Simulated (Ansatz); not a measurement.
BN:

```xyz
2
Lattice="0.0000 1.8130 1.8130 1.8130 0.0000 1.8130 1.8130 1.8130 0.0000" Properties=species:S:1:pos:R:3 pbc="T T T"
N     0.9065    0.9065    0.9065
B     0.0000    0.0000    0.0000
```

The cell is a database's computed one.

| Property | Result |
| --- | --- |
| Program | Ansatz 0.2.0 |
| Task | single point |
| Functional | PBE |
| Potentials or basis | all-electron LAPW, scalar-relativistic |
| Cutoff | 446 eV (chosen from the basis error) |
| Basis error allowed | 0.001 eV/atom |
| k mesh | 13 × 13 × 13 |
| Occupations | fermi-dirac, width 0.05 eV |
| Spin | no spin polarisation |

On this cell: pressure -0.4 GPa; largest force zero by symmetry; band gap on the k mesh 4.53 eV, indirect (least direct gap 8.78 eV).

The same run follows on a disturbed copy (atoms moved at random, drawn with an rms of 0.05 Å):

```
CELL_PARAMETERS angstrom
0.00000 1.81300 1.81300
1.81300 0.00000 1.81300
1.81300 1.81300 0.00000
ATOMIC_POSITIONS crystal
N 0.26768 0.26067 0.22873
B 0.97937 0.02168 0.00165
```

Question: What changes?

Answer: The energy moves by +45.4 meV/atom; pressure 1.8 GPa; largest force 2.274 eV/Å; band gap on the k mesh 3.89 eV, indirect (least direct gap 7.79 eV).

Forces in eV/Å, atoms in the order of the input:
```
N    1.578 -0.952 -1.333
B   -1.578  0.952  1.333
```

Stress tensor (GPa, compression positive):
```
 1.64 -2.02 -2.44
-2.02  2.02  2.02
-2.44  2.02  1.80
```

Caveats: an odd mesh through Γ misses points on the zone boundary, where band edges often lie.
